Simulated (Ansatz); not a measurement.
Au:

```
Au
1.0
    -1.65727    1.65727    1.65727
     1.65727   -1.65727    1.65727
     1.65727    1.65727   -1.65727
Au
1
Direct
  0.00000 0.00000 0.00000
```

This isn't the form of Au at room conditions, which is fcc.

```yaml
Program: Ansatz 0.2.0
Task: relaxation of cell and atoms
Functional: PBEsol
Potentials_or_basis: all-electron LAPW, scalar-relativistic
Basis_error_allowed: 0.001 eV/atom
k_mesh: 11 × 11 × 11
Occupations: fermi-dirac, width 0.05 eV
Spin: no spin polarisation
```

At the start: volume 18.21 Å³/atom.

Task: How do energy, volume and symmetry change on relaxing?

Result: Over 4 steps the energy falls by 33.5 meV/atom and the volume is 17.08 Å³/atom (-6.2 %); space group Im-3m (No. 229, to 0.05 Å).

Step by step:
```
step  energy change (eV)  largest force (eV/Å)  volume (Å³)
   1              0.0000                0.0000        18.21
   2             -0.0320                0.0000        17.31
   3             -0.0335                0.0000        17.08
   4             -0.0335                0.0000        17.08
```

Final structure:
```
Au
1.0
    -1.62246    1.62246    1.62246
     1.62246   -1.62246    1.62246
     1.62246    1.62246   -1.62246
Au
1
Direct
  0.00000 0.00000 0.00000
```
